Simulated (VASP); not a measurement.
The system is SnSe.

```
CELL_PARAMETERS angstrom
0.00000 2.97584 2.97584
2.97584 0.00000 2.97584
2.97584 2.97584 0.00000
ATOMIC_POSITIONS crystal
Sn 0.00000 0.00000 0.00000
Se 0.50000 0.50000 0.50000
```

The cell was built by a generator and needn't be a form met in nature.

Base run:

```yaml
Program: VASP 6.6.1
Functional: r2SCAN
Potentials_or_basis: VASP PAW PBE potentials, release 64 (Sn_d, Se)
Cutoff: 520 eV
k_mesh: 10 × 10 × 10
Occupations: gaussian, width 0.03 eV
Spin: no spin polarisation
```

Its results: pressure 1.9 GPa.

Q: The run is repeated on the same cell with these changes: functional from r2SCAN to LDA; potentials or basis from VASP PAW PBE potentials, release 64 (Sn_d, Se) to VASP PAW LDA potentials, release 64 (Sn_d, Se). What comes out?

A: Pressure -1.5 GPa.

Caveats: the PAW data sets were made with another functional, which shifts forces and pressure a little (some runs).
